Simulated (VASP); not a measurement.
# AlN: convergence, relaxation of the atoms

AlN, P1 (no. 1), 8 atoms in the cell. PBE, relaxation of the atoms; PAW potentials Al, N (PBE set). VASP 6.6.1.

Wanted: energy within 1 meV/atom; two shortest distances of each atom within 0.01 Å.

POSCAR:
```
AlN
1.0
    4.3679871200      0.0000000000      0.0000000000
    0.0000000000      4.3679871200      0.0000000000
    0.0000000000      0.0000000000      4.3679871200
Al N
4 4
Direct
    0.0102310000      0.0065880000      0.0014180000
    0.4840800000      0.5079160000      0.0032570000
    0.4962330000      0.0027730000      0.5019590000
    0.0094150000      0.4940070000      0.5048480000
    0.2430680000      0.2409720000      0.2385300000
    0.7642480000      0.7441860000      0.2415380000
    0.7423470000      0.2394770000      0.7463060000
    0.2503780000      0.7640820000      0.7621450000
```

The series start from Force threshold EDIFFG (eV/Å): -0.02; Electronic threshold EDIFF (eV): 1e-6; Relaxation method: conjugate gradient, POTIM 0.5; Mixing and least electronic steps: default. Each series keeps the choices made before it, and each single choice may use up half of a tolerance.

## Force threshold EDIFFG (eV/Å)

| Force threshold EDIFFG (eV/Å) | Energy less reference (meV/atom) | Two shortest distances of each atom, largest deviation (Å) | SCF iterations | Time (s) |
|---|---|---|---|---|
| -0.1 | 0.2 | 0.003 | 48 | 18 |
| -0.05 | 0.0 | 0.001 | 64 | 22 |
| -0.03 | 0.0 | 0.001 | 64 | 21 |
| -0.02 | 0.0 | 0.001 | 64 | 27 |
| -0.01 | 0.0 | 0.000 | 68 | 22 |
| -0.005 | 0.0 | 0.000 | 70 | 23 |
| -0.002 (reference) | 0.0 | 0.000 | 74 | 24 |

Chosen: -0.1, the loosest value from which every tighter one stays within half of the tolerance.

## Electronic threshold EDIFF (eV)

| Electronic threshold EDIFF (eV) | Energy less reference (meV/atom) | Two shortest distances of each atom, largest deviation (Å) | SCF iterations | Time (s) |
|---|---|---|---|---|
| 0.001 | 0.0 | 0.000 | 28 | 9.7 |
| 0.0001 | 0.0 | 0.000 | 35 | 11 |
| 1e-5 | 0.0 | 0.000 | 40 | 13 |
| 1e-6 | 0.0 | 0.000 | 48 | 18 |
| 1e-7 (reference) | 0.0 | 0.000 | 54 | 16 |

Chosen: 0.001.

## Relaxation method

| Relaxation method | Energy less reference (meV/atom) | Two shortest distances of each atom, largest deviation (Å) | SCF iterations | Time (s) |
|---|---|---|---|---|
| conjugate gradient, POTIM 0.5 | 0.0 | 0.000 | 28 | 9.7 |
| conjugate gradient, POTIM 0.2 | -0.2 | 0.003 | 32 | 12 |
| conjugate gradient, POTIM 1.0 | -0.2 | 0.003 | 44 | 16 |
| quasi-Newton, POTIM 0.5 | -0.2 | 0.002 | 25 | 8.6 |
| quasi-Newton, POTIM 0.3, 10 steps kept | -0.2 | 0.001 | 24 | 8.3 |
| quasi-Newton, POTIM 0.5, at least 5 electronic steps | -0.1 | 0.002 | 31 | 9.8 |
| damped dynamics, POTIM 0.2, SMASS 0.4 | -0.2 | 0.001 | 60 | 22 |
| damped dynamics, POTIM 0.4, SMASS 0.8 | -0.1 | 0.001 | 41 | 14 |
| velocity quench, POTIM 0.1 | -0.1 | 0.002 | 27 | 9.3 |

Chosen: quasi-Newton, POTIM 0.3, 10 steps kept; it saves 1.4 s of 9.7, so conjugate gradient, POTIM 0.5 would do nearly as well.

## Mixing and least electronic steps

| Mixing and least electronic steps | Energy less reference (meV/atom) | Two shortest distances of each atom, largest deviation (Å) | SCF iterations | Time (s) |
|---|---|---|---|---|
| default | 0.0 | 0.000 | 24 | 8.3 |
| MAXMIX 40 | 0.0 | 0.002 | 24 | 8.3 |
| NELMIN 4 | 0.0 | 0.002 | 27 | 8.6 |
| NELMIN 4, MAXMIX 40 | 0.0 | 0.002 | 27 | 8.7 |
| ALGO Fast | 0.1 | 0.002 | 26 | 8.4 |

Chosen: default; no other choice that stays within half of the tolerance saves 30 % of the time.

## All choices together

| Input | Energy less reference (meV/atom) | Two shortest distances of each atom, largest deviation (Å) | Time (s) |
|---|---|---|---|
| program defaults (naive) | 0.0 | 0.001 | 18 |
| chosen settings | 0.0 | 0.004 | 8.3 |
| reference settings throughout | 0.0 | 0.000 | 25 |

The tolerance is met.

## The input

INCAR:
```
PREC = Normal
ENCUT = 500
EDIFF = 0.001
ISMEAR = 0
SIGMA = 0.05
LREAL = F
LASPH = T
NELM = 100
ALGO = Normal
LWAVE = F
LCHARG = F
IBRION = 1
NSW = 150
ISIF = 2
EDIFFG = -0.1
POTIM = 0.3
KPAR = 8
NFREE = 10
```

KPOINTS:
```
k-points
0
Gamma
  4 4 4
```

Commands:
```
cat potpaw_PBE.64/Al/POTCAR potpaw_PBE.64/N/POTCAR > POTCAR
mpirun -np 8 vasp_std > vasp.out
```

The naive input happens to agree within the tolerance here, in 18 s.

Limits: the start was distorted on purpose (atoms moved at random), so the space group given is the start's and not the crystal's.

The chosen input took VASP 6.6.1 8.3 s on 8 cores (AMD EPYC 9R45 (Zen 5)), a shared host.

## An input that fails: ionic step far too long

VASP's message: internal error in: us.F  at line: 1398 internal ERROR SETYLM_AUG: 15 -46 39 39 14 1 -47 If you are not a developer, you should not encounter this problem. Please submit a bug report.

Changes against the starting input:
```
- NELM = 100
- IBRION = 2
- NSW = 150
- POTIM = 0.5
+ NELM = 60
+ IBRION = 3
+ NSW = 30
+ POTIM = 5.0
+ SMASS = 0.4
```
